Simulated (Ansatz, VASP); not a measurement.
## One calculation of Pd, two programs

File INCAR:

```
SYSTEM = Pd
ALGO     = Normal         ! electronic algorithm
EDIFF    = 1E-7           ! SCF threshold, eV
EDIFFG   = -0.005         ! ionic threshold
ENCUT    = 600            ! plane-wave cutoff, eV
GGA      = RE             ! functional
IBRION   = 2              ! ionic algorithm
ISIF     = 3              ! what is computed and relaxed
ISMEAR   = -1             ! smearing method
LASPH    = .True.         ! aspherical terms in the spheres
LCHARG   = .False.        ! write CHGCAR
LREAL    = .False.        ! projectors in reciprocal space
LWAVE    = .False.        ! write WAVECAR
NELM     = 100            ! most SCF steps
NSW      = 80             ! ionic steps
PREC     = Accurate       ! precision mode
SIGMA    = 0.05           ! smearing width, eV
```

KPOINTS

```
k-points
0
Gamma
  12 12 12
  0 0 0
```

The input POSCAR:

```
Pd
1.0
    0.0000000000      1.9465000000      1.9465000000
    1.9465000000      0.0000000000      1.9465000000
    1.9465000000      1.9465000000      0.0000000000
Pd
1
Direct
    0.0000000000      0.0000000000      0.0000000000
```

File input.yaml:

```yaml
crystal:
  lattice:
    - [0.0, 1.9465, 1.9465]
    - [1.9465, 0.0, 1.9465]
    - [1.9465, 1.9465, 0.0]
  atoms:
    - { symbol: Pd, position: [0.0, 0.0, 0.0] }
kpoints:
  mp_grid: { grid: [12, 12, 12] }
scf:
  occupations: { method: fermi_dirac, width: 0.05 }
hamiltonian:
  xc: revpbe
  pseudopotentials: { kind: all_electron, lapw: { basis_error: 0.001 } }
output:
  forces: true
  stress: true
relax:
  f_tol: 0.005
  max_steps: 60
  cell: {}
```

Alike in both runs: task relaxation of cell and atoms; functional revPBE; k mesh 12 × 12 × 12; occupations fermi-dirac, width 0.05 eV; no spin polarisation.

```csv
,VASP,Ansatz
version,VASP 6.6.1,Ansatz 0.2.0
potentials or method,"VASP PAW PBE potentials, release 64 (Pd)","all-electron LAPW, scalar-relativistic"
plane-wave cutoff (eV),600,see its input
```

Ansatz gave:

- relaxed volume (Å³/atom): 15.61
- relaxed cell length with the largest relative difference (Å): 2.805
- energy change over the relaxation (meV/atom): -26

Q: What did VASP give for the same quantities?

A: Relaxed volume (Å³/atom): 15.59; relaxed cell length with the largest relative difference (Å): 2.804; energy change over the relaxation (meV/atom): -25.

Ansatz ran all-electron here, so the differences hold the error of VASP's frozen core and of both bases.

Caveats: the PAW data sets were made with another functional, which shifts forces and pressure a little (VASP). revPBE gives volumes clearly too large for solids. Zero-point motion and thermal expansion aren't in these numbers.
